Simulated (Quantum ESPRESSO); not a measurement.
KTaO3 in Quantum ESPRESSO: the effect of functional

Crystal: KTaO3.

```
CELL_PARAMETERS angstrom
3.98830 0.00000 0.00000
0.00000 3.98830 0.00000
0.00000 0.00000 3.98830
ATOMIC_POSITIONS crystal
Ta 0.00000 0.00000 0.00000
K 0.50000 0.50000 0.50000
O 0.00000 0.00000 0.50000
O 0.00000 0.50000 0.00000
O 0.50000 0.00000 0.00000
```

Alike in all runs:

- Program: Quantum ESPRESSO 7.5
- Task: dielectric tensor
- Cutoff: 762 eV
- Density cutoff: 6095 eV
- k mesh: 6 × 6 × 6, shifted
- Occupations: fermi-dirac, width 0.05 eV
- Spin: no spin polarisation

Question: One run gave: pressure -0.1 GPa; dielectric constant 5.41 mean. Which functional did it use?
A. LDA
B. PBEsol
C. WC
D. AM05
E. BLYP

Answer: B.

| functional | potentials or basis | pressure (GPa) | dielectric constant (mean) |
| --- | --- | --- | --- |
| LDA | GBRV 1.5 LDA | -5.1 | 5.46 |
| PBE | GBRV 1.5 PBE | 5.8 | 5.30 |
| PBEsol | GBRV 1.5 PBEsol | -0.1 | 5.41 |
| WC | GBRV 1.5 PBE | 0.8 | 5.42 |
| BLYP | GBRV 1.5 PBE | 11.0 | 5.22 |
| AM05 | GBRV 1.5 PBE | 1.3 | 5.44 |

Caveats: the cell is more than 3 GPa from zero pressure, which shifts response properties (some runs); the potentials were made for another functional, which shifts forces and pressure (some runs).
